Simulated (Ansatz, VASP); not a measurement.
## V: VASP beside Ansatz

Contents of INCAR:

```
SYSTEM = V
ALGO     = Normal         ! electronic algorithm
EDIFF    = 1E-6           ! SCF threshold, eV
ENCUT    = 520            ! plane-wave cutoff, eV
GGA      = PS             ! functional
ISIF     = 2              ! what is computed and relaxed
ISMEAR   = -1             ! smearing method
ISPIN    = 2              ! spin polarisation
LASPH    = .TRUE.         ! aspherical terms in the spheres
LCHARG   = .TRUE.         ! write CHGCAR
LELF     = .TRUE.         ! ELF
LMAXMIX  = 4              ! l up to which the mixer works
LORBIT   = 11             ! projections on sites
LREAL    = .FALSE.        ! projectors in reciprocal space
LVHAR    = .TRUE.       
LWAVE    = .FALSE.        ! write WAVECAR
MAGMOM   = 2              ! initial moments
NBANDS   = 16             ! bands
NELM     = 150            ! most SCF steps
PREC     = Accurate       ! precision mode
SIGMA    = 0.05           ! smearing width, eV
```

Contents of KPOINTS:

```
k-points
0
G
  12 12 12
  0 0 0
```

The input POSCAR:

```
V
1.0
   -1.5041862709      1.5041862709      1.5041862709
    1.5041862709     -1.5041862709      1.5041862709
    1.5041862709      1.5041862709     -1.5041862709
V
1
Direct
    0.0000000000      0.0000000000      0.0000000000
```

The input input.yaml:

```yaml
crystal:
  lattice:
    - [-1.5041862709, 1.5041862709, 1.5041862709]
    - [1.5041862709, -1.5041862709, 1.5041862709]
    - [1.5041862709, 1.5041862709, -1.5041862709]
  atoms:
    - { symbol: V, position: [0.0, 0.0, 0.0], spin: 2.0 }
kpoints:
  mp_grid: { grid: [12, 12, 12] }
scf:
  occupations: { method: fermi_dirac, width: 0.05 }
hamiltonian:
  xc: pbesol
  pseudopotentials: { kind: all_electron, lapw: { basis_error: 0.0005 } }
magnetization:
  spin_polarized: true
output:
  forces: true
  stress: true
  eigenvalues: true
```

Change from the starting cell: volume scaled by 0.98.

Alike in both runs: task single point; functional PBEsol; k mesh 12 × 12 × 12; occupations fermi-dirac, width 0.05 eV; collinear spin.

|  | VASP | Ansatz |
| --- | --- | --- |
| version | VASP 6.6.1 | Ansatz 0.2.0 |
| potentials or method | VASP PAW PBE potentials, release 64 (V_sv) | all-electron LAPW, scalar-relativistic |
| plane-wave cutoff (eV) | 520 | see its input |

VASP gave:

```
gap on the k mesh at the Fermi level (eV) : none
pressure (GPa)                            : -8.7
net moment per atom (μB)                  : 0.00
```

**Question.** Estimate Ansatz's values.

**Answer.** gap on the k mesh at the Fermi level (eV): none; pressure (GPa): -9.0; net moment per atom (μB): 0.00.

A gap of «none» marks a metal or a gap that the smearing closes. Ansatz ran all-electron here, so the differences hold the error of VASP's frozen core and of both bases.

Caveats: the PAW data sets were made with another functional, which shifts forces and pressure a little (VASP); the starting moments weren't kept (Ansatz).
